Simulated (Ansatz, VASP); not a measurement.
GaP: VASP beside Ansatz

File INCAR:

```
SYSTEM = GaP
  PREC = Accurate
  ENCUT = 520
  EDIFF = 1E-6
  ISMEAR = 0
  SIGMA = 0.02
  LREAL = .False.
  LASPH = .True.
  NELM = 100
  ALGO = Normal
  ISIF = 2
  LWAVE = .False.
  LCHARG = .False.
  GGA = PE
  NBANDS = 16
```

KPOINTS

```
Automatic mesh
0
Gamma
  8 8 8
  0 0 0
```

Contents of POSCAR:

```
GaP
1.0
    0.0000000000      2.6753583332      2.6753583332
    2.6753583332      0.0000000000      2.6753583332
    2.6753583332      2.6753583332      0.0000000000
Ga P
1 1
Direct
    0.0000000000      0.0000000000      0.0000000000
    0.2500000000      0.2500000000      0.2500000000
```

Input for Ansatz:

```yaml
crystal:
  lattice:
    - [0.0, 2.6753583332, 2.6753583332]
    - [2.6753583332, 0.0, 2.6753583332]
    - [2.6753583332, 2.6753583332, 0.0]
  atoms:
    - { symbol: Ga, position: [0.0, 0.0, 0.0] }
    - { symbol: P, position: [0.25, 0.25, 0.25] }
basis:
  ecutwfc: 420
kpoints:
  mp_grid: { grid: [8, 8, 8] }
  band_path: { path: [VBM, CBM], npoints: 2 }
hamiltonian:
  xc: pbe
scf:
  occupations: { method: gaussian, width: 0.02 }
output:
  forces: true
  stress: true
  eigenvalues: true
checkpoint:
  read: start.run
  write: ck
  compress: false
  write_wavefunctions: false
  write_every: 100000
```

Alike in both runs: task single point; functional PBE; k mesh 8 × 8 × 8; occupations gaussian, width 0.02 eV; no spin polarisation.

```csv
,VASP,Ansatz
version,VASP 6.6.1,Ansatz 0.2.0
potentials or method,"VASP PAW PBE potentials, release 64 (Ga_d, P)","scalar-relativistic, plane waves, PAW"
plane-wave cutoff (eV),520,420
valence electrons in the cell,18,18
```

|  | VASP | Ansatz | Ansatz less VASP |
| --- | --- | --- | --- |
| gap on the k mesh at the Fermi level (eV) | 1.53 | 1.53 | 0.000 |
| least direct gap on the mesh (eV) | 2.29 | 2.29 | 0.000 |
| pressure (GPa) | 7.9 | 8.0 | +0.12 |

A k mesh can miss the band edges. As with any semilocal functional, this PBE gap is likely too small.
